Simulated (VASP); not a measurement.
Write the native input for VASP 6.6.1 that does the following.

| Property | Result |
| --- | --- |
| Task | relaxation of the atoms |
| Functional | PBE |
| Potentials or basis | VASP PAW PBE potentials, release 64 (Pb_d, Se) |
| Cutoff | 600 eV |
| k mesh | 8 × 8 × 8 |
| Occupations | gaussian, width 0.03 eV |
| Spin | no spin polarisation |
| Further INCAR settings | ALGO = Fast; EDIFF = 1e-07; IBRION = 2; EDIFFG = -0.01; NSW = 40 |

The structure of PbSe (Clausthalite) lies in POSCAR:

```
PbSe                                    
1.0
    0.0000000000      3.1497420596      3.1497420596
    3.1497420596      0.0000000000      3.1497420596
    3.1497420596      3.1497420596      0.0000000000
  Pb              Se            
     1     1
Direct
     0.0000000000000000    0.0000000000000000    0.0000000000000000
     0.5000000000000000    0.5000000000000000    0.5000000000000000
```

The cell isn't the ideal one: a relaxed cell with its volume scaled by 1.04.

One way to write it, as run:

INCAR

```
SYSTEM = PbSe
ALGO = Fast
EDIFF = 1E-7
EDIFFG = -0.01
ENCUT = 600
GGA = PE
IBRION = 2
ISIF = 2
ISMEAR = 0
LASPH = .True.
LCHARG = .False.
LREAL = .False.
LWAVE = .False.
NELM = 80
NSW = 40
PREC = Accurate
SIGMA = 0.03
```

KPOINTS

```
k-points
0
Gamma
  8 8 8
  0 0 0
```

Potentials or basis: VASP PAW PBE potentials, release 64 (Pb_d, Se).

Launch:

```sh
$ cat potpaw_PBE.64/Pb_d/POTCAR potpaw_PBE.64/Se/POTCAR > POTCAR
$ mpirun -np 1 vasp_std > vasp.out
```

It gave:

```json
{
  "Pressure after relaxing": "-1.7 GPa",
  "Band gap on the k mesh": "0.54 eV, direct"
}
```

Caveat: the relaxation stopped at its first step, so nothing moved; spin-orbit coupling is left out, which as a rule narrows the gap of such compounds by several tenths of an eV.

Wall time 14 s on 1 thread of Intel(R) Xeon(R) 6975P-C (Granite Rapids), on a shared host, peak memory 0.21 GiB.
